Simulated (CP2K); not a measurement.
PbSe under changes of volume

One of the cells (27.098 Å³/atom); the others are scaled copies at fixed shape and fractional positions:

```
CELL_PARAMETERS angstrom
3.78432 0.00000 0.00000
0.00000 3.78432 0.00000
0.00000 0.00000 3.78432
ATOMIC_POSITIONS crystal
Pb 0.00000 0.00000 0.00000
Se 0.50000 0.50000 0.50000
```

Measurements of this composition are mostly on another form, of space group No. 225.

- Program: CP2K 2026.2
- Functional: r2SCAN
- Potentials or basis: POTENTIAL_UZH Pb GTH-SCAN-q4, Se GTH-SCAN-q6; TZVP-MOLOPT-SCAN-GTH basis
- Density cutoff: 9184 eV
- k mesh: 7 × 7 × 7
- Occupations: fermi-dirac, width 0.0259 eV
- Spin: no spin polarisation

| volume (Å³/atom) | energy over the lowest point (meV/atom) | pressure (GPa) |
| --- | --- | --- |
| 25.472 | ? | ? |
| 26.014 | 0.23 | 0.6 |
| 26.556 | 0.00 | -0.5 |
| 27.098 | 3.27 | -1.5 |
| 27.640 | 9.64 | -2.3 |
| 28.182 | 18.65 | -3.0 |
| 28.724 | 30.06 | -3.7 |

What does the run at 25.472 Å³/atom give?

Energy over the lowest point 4.34 meV/atom; pressure 1.9 GPa.

Worked out: A Birch-Murnaghan fit of order 3 (a polynomial in V^(-2/3)) to the other rows has its minimum at 26.32 Å³/atom with B0 = V·E''(V) = 53 GPa and B' = 5.4. It gives 4.45 meV/atom at 25.472 Å³/atom, against the run's 4.34, and -dE/dV = 1.9 GPa, against 1.9.

Energies are extrapolated to zero smearing.

Caveats: the basis of atomic orbitals isn't converged, which shifts pressures, moduli and gaps.
